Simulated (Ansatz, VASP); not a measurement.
## Two plane-wave programs on ZrC

The input INCAR:

```
  PREC = Accurate
  ENCUT = 520
  EDIFF = 1E-6
  ISMEAR = 0
  SIGMA = 0.02
  LREAL = False
  LASPH = True
  NELM = 60
  ALGO = Normal
  ISIF = 2
  LWAVE = False
  LCHARG = True
  GGA = PE
  LELF = True
  LVHAR = True
```

Contents of KPOINTS:

```
regular mesh
0
Gamma
  10 10 10
```

POSCAR

```
ZrC
1.0
    0.0000000000      2.3650000000      2.3650000000
    2.3650000000      0.0000000000      2.3650000000
    2.3650000000      2.3650000000      0.0000000000
Zr C
1 1
Direct
    0.5000000000      0.5000000000      0.5000000000
    0.0000000000      0.0000000000      0.0000000000
```

Contents of input.yaml:

```yaml
crystal:
  lattice:
    - [0.0, 2.365, 2.365]
    - [2.365, 0.0, 2.365]
    - [2.365, 2.365, 0.0]
  atoms:
    - { symbol: Zr, position: [0.5, 0.5, 0.5] }
    - { symbol: C, position: [0.0, 0.0, 0.0] }
hamiltonian:
  xc: pbe
  pseudopotentials: { kind: paw }
kpoints:
  mp_grid: { grid: [10, 10, 10] }
scf:
  occupations: { method: gaussian, width: 0.02 }
output:
  forces: true
  stress: true
  eigenvalues: true
```

Alike in both runs: task single point; functional PBE; k mesh 10 × 10 × 10; occupations gaussian, width 0.02 eV; no spin polarisation.

|  | VASP | Ansatz |
| --- | --- | --- |
| version | VASP 6.6.1 | Ansatz 0.2.0 |
| potentials or method | VASP PAW PBE potentials, release 54 (Zr_sv, C) | Ansatz PAW |
| plane-wave cutoff (eV) | 520 | 420 |
| valence electrons in the cell | 16 | 16 |

|  | VASP | Ansatz | Ansatz less VASP |
| --- | --- | --- | --- |
| gap on the k mesh at the Fermi level (eV) | none | none | - |
| pressure (GPa) | -2.7 | -3.0 | -0.25 |

A gap of «none» marks a metal or a gap that the smearing closes.
